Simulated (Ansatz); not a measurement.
The system is HfN.

```
CELL_PARAMETERS angstrom
2.82503 0.00000 0.00000
0.00000 2.82503 0.00000
0.00000 0.00000 2.82503
ATOMIC_POSITIONS crystal
Hf 0.50000 0.50000 0.50000
N 0.00000 0.00000 0.00000
```

The cell was built by a generator and needn't be a form met in nature.

Program: Ansatz 0.2.0. Alike in all runs: potentials or basis Ansatz PAW; no spin polarisation; cell as given; smearing fermi-dirac 0.05 eV.

Q: Order these runs on this cell by their pressure, lowest first.
A. level r2SCAN+U; U Hf d U = 4 eV; k mesh 9 × 9 × 9; cutoff (eV) 500; points for each segment of the path 14; hubbard projectors ortho-atomic (the default); double counting fll (the default); mesh quality not flagged
B. level LDA+U; U Hf d U = 4 eV; k mesh 9 × 9 × 9; cutoff (eV) 420; points for each segment of the path 14; hubbard projectors ortho-atomic (the default); double counting fll (the default); mesh quality not flagged
C. level PBE; k mesh 5 × 5 × 5; cutoff (eV) 420; mesh quality coarse
D. level RPBE; k mesh 9 × 9 × 9; cutoff (eV) 420; points for each segment of the path 14; mesh quality not flagged

A: B (-8.5 GPa), C (-0.6 GPa), A (1.4 GPa), D (4.8 GPa).

Caveats: some runs use coarse meshes; the PAW data sets come from PBE, with cores solved anew for the run's functional, which leaves a small shift of forces and pressure (some runs); U without spin polarisation on a metal has little footing (some runs); the potentials were made for another functional, which shifts forces and pressure (some runs).

Not every run made on this cell is shown here.
